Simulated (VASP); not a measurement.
In3Pd5, 16 atoms in the cell. The cell holds a amorphous, 16 atoms: a = 6.665 Å, b = 6.336 Å, c = 6.771 Å, α = 97.02°, β = 97.27°, γ = 78.85°. The cell was built by a generator and needn't be a form met in nature.

```yaml
Program: VASP 6.6.1
Task: single point
Functional: PBE
Potentials_or_basis: VASP PAW PBE potentials, release 64 (Pd, In_d)
Cutoff: 520 eV
k_mesh: 2 × 3 × 2
Occupations: fermi-dirac, width 0.05 eV
Spin: no spin polarisation
Dipole_correction: no
Further_INCAR_settings: LREAL = Auto; ALGO = Fast; EDIFF = 1e-06; NBANDS = 103
```

Potentials or basis: VASP PAW PBE potentials, release 64 (Pd, In_d).

Command:

```console
$ cat potpaw_PBE.64/Pd/POTCAR potpaw_PBE.64/In_d/POTCAR > POTCAR
$ mpirun -np 1 vasp_std > vasp.out
```

Hardware: 1 thread of Intel(R) Xeon(R) Platinum 8488C (Sapphire Rapids), with other jobs on the host.

Problem. How long does it take, and how much memory?

Solution. Wall time 6.6 min on 1 thread of Intel(R) Xeon(R) Platinum 8488C (Sapphire Rapids), on a shared host, peak memory 0.42 GiB. Counts: scf iterations 19, k points 8.
